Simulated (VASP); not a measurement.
# Ca (Immm) in VASP: notebook, part 2 of 2

VASP 6.6.1. The steps go on from the part before.

## (4) Single point, PBE

File INCAR:

```
PREC     = Accurate       # precision mode
ENCUT    = 400            # plane-wave cutoff, eV
EDIFF    = 1E-6           # SCF threshold, eV
ISMEAR   = 1              # smearing method
SIGMA    = 0.1            # smearing width, eV
LREAL    = False          # projectors in reciprocal space
LASPH    = True           # aspherical terms in the spheres
NELM     = 100            # most SCF steps
ALGO     = Normal         # electronic algorithm
ISIF     = 2              # what is computed and relaxed
LWAVE    = False          # write WAVECAR
LCHARG   = False          # write CHGCAR
GGA      = PE             # functional
ADDGRID  = True
```

File KPOINTS:

```
Automatic mesh
0
Gamma
  12 12 12
```

File POSCAR:

```
Ca
1.0
   -2.0964874600      2.1017318100      2.4453524600
    2.0964874600     -2.1017318100      2.4453524600
    2.0964874600      2.1017318100     -2.4453524600
Ca
1
Direct
    0.5000000000      0.5000000000      0.0000000000
```

Potentials or basis: VASP PAW PBE potentials, release 64 (Ca_pv).

Command:

```bash
> cat potpaw_PBE.64/Ca_pv/POTCAR > POTCAR
> mpirun -np 1 vasp_std > vasp.out
```

OUTCAR:

```text
PREC = Accurate
   ENCUT = 400
   EDIFF = 1E-6
   ISMEAR = 1
   LREAL = False
   LASPH = True
   NELM = 100
   ISIF = 2
   GGA = PE

 Found    280 irreducible k-points:

 Following reciprocal coordinates:
            Coordinates               Weight
  0.000000  0.000000  0.000000      1.000000
  0.083333  0.000000 -0.000000      4.000000
  0.166667  0.000000  0.000000      4.000000
  0.250000 -0.000000  0.000000      4.000000
  0.333333  0.000000  0.000000      4.000000
  0.416667  0.000000  0.000000      4.000000
   k-points           NKPTS =    280   k-points in BZ     NKDIM =    280   number of bands    NBANDS=      8
   number of dos      NEDOS =    301   number of ions     NIONS =      1
   total plane-waves  NPLWV =  21952
   dimension x,y,z NGX =    28 NGY =   28 NGZ =   28
   dimension x,y,z NGXF=    56 NGYF=   56 NGZF=   56
   ions per type =               1
   NGX,Y,Z   is equivalent  to a cutoff of  12.10, 12.10, 12.10 a.u.
   NGXF,Y,Z  is equivalent  to a cutoff of  24.21, 24.21, 24.21 a.u.
 SYSTEM =  unknown system
   PREC   = accura    normal or accurate (medium, high low for compatibility)
   ISTART =      0    job   : 0-new  1-cont  2-samecut
   ICHARG =      2    charge: 1-file 2-atom 10-const
   ISPIN  =      1    spin polarized calculation?
   LNONCOLLINEAR =      F non collinear calculations
   LSORBIT =      F    spin-orbit coupling
   LASPH  =      T    aspherical Exc in radial PAW
   ENCUT  =  400.0 eV  29.40 Ry    5.42 a.u.   6.27  6.27  6.27*2*pi/ulx,y,z
   NELM   =    100;   NELMIN=  2; NELMDL= -5     # of ELM steps
   EDIFF  = 0.1E-05   stopping-criterion for ELM
   LREAL  =      F    real-space projection
[... 7 lines left out ...]
   TEBEG  =    0.0;   TEEND  =   0.0 temperature during run
   PSTRESS=    0.0 pullay stress
   NELECT =       8.0000    total number of electrons
   NUPDOWN=      -1.0000    fix difference up-down
   EMIN   =  10.00;   EMAX   =-10.00  energy-range for DOS
   EFERMI =   0.00;   METHOD = LEGACY
   ISMEAR =     1;   SIGMA  =   0.10  broadening in eV -4-tet -1-fermi 0-gaus
   EFERMI_NEDOS =   21; number of points for ismear=-14 and -15
   IALGO  =     38    algorithm
   IMIX   =      4    mixing-type and parameters
     AMIX     =   0.40;   BMIX     =  1.00
     AMIX_MAG =   1.60;   BMIX_MAG =  1.00
  volume/ion in A,a.u.               =      43.10       290.85
  Fermi-wavevector in a.u.,A,eV,Ry     =   0.933859  1.764737 11.865532  0.872092
  Thomas-Fermi vector in A             =   2.060604
   LORBIT       =      0    0 simple, 1 ext, 2 COOP (PROOUT), +10 PAW based schemes
   GGA     = PE    functional components
   LHFCALC =     F    Hartree Fock is set to
   AEXX    =    0.0000 exact exchange contribution
   IVDW    =     0    specifies the selected vdW correction
   LEPSILON=     F    determine dielectric tensor
   LRPA    =     F    only Hartree local field effects (RPA)
 non-spin polarized calculation
 Methfessel and Paxton  Order N= 1 SIGMA  =   0.10
  energy-cutoff  :      400.00
  volume of cell :       43.10
 maximum number of plane-waves:       796
 NGX is ok and might be reduce to    28
   NGX = 13   NGY = 13   NGZ = 13

 number of electron       8.0000000 magnetization

 Free energy of the ion-electron system (eV)
  ---------------------------------------------------
  ext. energy  EPLUGINS =         0.00000000
  ---------------------------------------------------
  free energy    TOTEN  =        -1.90694921 eV

  energy without entropy =       -1.90550094  energy(sigma->0) =       -1.90646646

 E-fermi :   2.1396     XC(G=0):  -7.6336

 val. band max:        2.1319442209   @ k =   0.3333   0.3333   0.0000
 cond. band min:       2.1470608109   @ k =   0.5000  -0.4167   0.3333
 fundamental gap:      0.0151165900
 Fermi energy:         2.1396474376

 k-point     1 :       0.0000    0.0000    0.0000
  band No.  band energies     occupation
      1     -20.8661      2.00000
      2     -20.8655      2.00000
      3     -20.8518      2.00000
      4      -1.8719      2.00000
      5       4.2954      0.00000
      6       4.3086      0.00000
      7       4.8894      0.00000
      8       5.0095      0.00000

 k-point     2 :       0.0833    0.0000   -0.0000
  band No.  band energies     occupation
      1     -20.8716      2.00000
      2     -20.8684      2.00000
      3     -20.8547      2.00000
      4      -1.7537      2.00000
      5       4.2449      0.00000
      6       4.3324      0.00000
      7       4.8869      0.00000
      8       4.9687      0.00000
[... 23 lines left out ...]
 k-point     5 :       0.3333    0.0000    0.0000
  band No.  band energies     occupation
      1     -20.9581      2.00000
      2     -20.8923      2.00000
      3     -20.8588      2.00000
      4      -0.1438      2.00000
      5       3.0408     -0.00000
      6       3.9904     -0.00000
      7       4.9881      0.00000
      8       5.6677      0.00000

 k-point     6 :       0.4167    0.0000    0.0000
  band No.  band energies     occupation
      1     -20.9817      2.00000
      2     -20.8986      2.00000
      3     -20.8592      2.00000
      4       0.6427      2.00000
      5       2.4362     -0.00023
      6       3.8653     -0.00000
      7       4.9345      0.00000
      8       5.7971      0.00000

 [... further k-points ...]
[... 5 lines left out ...]
  --------------------------------------------------------------------------------------
  -------------------------------------------------------------------------------------
  Total       -0.1425020     -0.1480211     -0.0315815      0.0000000      0.0000000      0.0000000
  in kB       -5.2973726     -5.5025403     -1.1740102      0.0000000      0.0000000      0.0000000
  external PRESSURE =      -3.9913077 kB  Pullay stress =       0.0000000 kB

 VOLUME and BASIS-vectors are now :
 -----------------------------------------------------------------------------
  energy-cutoff  :      400.00
  volume of cell :       43.10
      direct lattice vectors                 reciprocal lattice vectors
    -2.096487460  2.101731810  2.445352460     0.000000000  0.237899050  0.204469502
     2.096487460 -2.101731810  2.445352460     0.238494153  0.000000000  0.204469502
     2.096487460  2.101731810 -2.445352460     0.238494153  0.237899050  0.000000000

 POSITION                                       TOTAL-FORCE (eV/Angst)
 -----------------------------------------------------------------------------------
      0.00000      0.00000      2.44535         0.000000     -0.000000      0.000000
 -----------------------------------------------------------------------------------
    total drift:                                0.000000     -0.000000      0.000000

  FREE ENERGIE OF THE ION-ELECTRON SYSTEM (eV)
  ---------------------------------------------------
  free  energy   TOTEN  =        -1.9069492119 eV

  energy  without entropy=       -1.9055009431  energy(sigma->0) =       -1.90646646
```

It took 33 s on 1 thread of Intel Xeon Platinum 8488C (Sapphire Rapids), shared host; peak memory 0.3 GiB.

The run converged, but some of its settings lie outside the range that counts as converged, so its numbers aren't taken as properties of the crystal.

What came out:

```yaml
Free_energy: -1.9069 eV
Pressure: -0.4 GPa
Band_gap_on_the_k_mesh: none (metal or under the smearing width)
```

## (5) For comparison

An earlier run on the cell as given: functional PBE; potentials or basis VASP PAW PBE potentials, release 64 (Ca_sv); cutoff 520 eV; k mesh 9 × 9 × 9; occupations fermi-dirac, width 0.05 eV; no spin polarisation.

- Pressure: -0.4 GPa
- Band gap on the k mesh: none (metal or under the smearing width)
